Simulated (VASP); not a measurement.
Crystal: BaZrO3.

```
CELL_PARAMETERS angstrom
4.18937 0.00000 0.00000
0.00000 4.18937 0.00000
0.00000 0.00000 4.18937
ATOMIC_POSITIONS crystal
Ba 0.00000 0.00000 0.00000
Zr 0.50000 0.50000 0.50000
O 0.00000 0.50000 0.50000
O 0.50000 0.00000 0.50000
O 0.50000 0.50000 0.00000
```

Base run:

- Program: VASP 6.6.1
- Functional: PBE-EpsX
- Potentials or basis: VASP PAW PBE potentials, release 64 (Ba_sv, Zr_sv, O)
- Cutoff: 520 eV
- k mesh: 4 × 4 × 4
- Occupations: gaussian, width 0.03 eV
- Spin: no spin polarisation

Its results: band gap on the k mesh 5.01 eV, indirect (least direct gap 5.29 eV); pressure 2.0 GPa.

Question: The run is repeated on the same cell with these changes: functional from PBE-EpsX to HSE06. What comes out?

Answer: Band gap on the k mesh 4.70 eV, indirect (least direct gap 4.98 eV); pressure 1.4 GPa.

Caveats: the PAW data sets were made with another functional, which shifts forces and pressure a little; spin-orbit coupling is left out, which moves the levels of the heavy elements.
